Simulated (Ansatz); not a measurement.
Computed with DFT PBE, scalar-relativistic, plane waves, PAW in Ansatz. All cells share a 420 eV cutoff and Γ-centred k meshes spaced at most 0.3 Å⁻¹ (0.19 for metals, 2π included).

All energies are static (0 K, no zero-point motion). Only the structures computed here compete, so a lower one can exist. The k mesh leaves about 4 meV/atom of noise in metals. No run is spin-polarised.

(1) Which is lower for Ti₃S₂, the tetradymite or the corundum structure, and by how much?

Results:

(1) The tetradymite structure, by 20 meV/atom. It takes 16.0 Å³/atom against 16.5.